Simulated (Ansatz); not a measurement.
# AlAs: pressure against volume

AlAs, F-43m, a = 5.678 Å. Ansatz: r2SCAN, PAW, 500 eV, Γ-centred 8×8×8 mesh on 2 atoms, Gaussian smearing 0.02 eV; no spin polarisation. Symmetry fixes shape and atoms, so the cell is only scaled; pressure is positive in compression.

| V (Å³/atom) | P (GPa) |
| --- | --- |
| 21.508 | 5.35 |
| 22.194 | 2.47 |
| 22.881 | 0.00 |
| 23.567 | ? |
| 24.254 | -3.91 |

**Question.** Take V0 = 22.881 Å³/atom, fit the third-order Birch–Murnaghan form to the other rows, and predict the missing pressure.

**Answer.** With the Eulerian strain f = ½[(V0/V)^(2/3) − 1] and y = P/[3f(1 + 2f)^(5/2)], the form is the line y = B0 + 1.5 B0 (B0′ − 4) f. Rows (f, y): 0.02106, 76.4; 0.01027, 76.2; -0.01905, 75.4. Means f = 0.004093, y = 76.000; Σ(Δf)² = 0.0008616, ΣΔfΔy = 0.02191; the slope is their ratio. y = 75.90 + 25.43 f GPa, so B0 = 75.9 GPa and B0′ = 4 + 2 × (25.43)/(3 × 75.90) = 4.22. At V = 23.567, f = -0.00975, y = 75.65 and P = -2.11 GPa. The run gave -2.11 GPa, the same to the digits shown.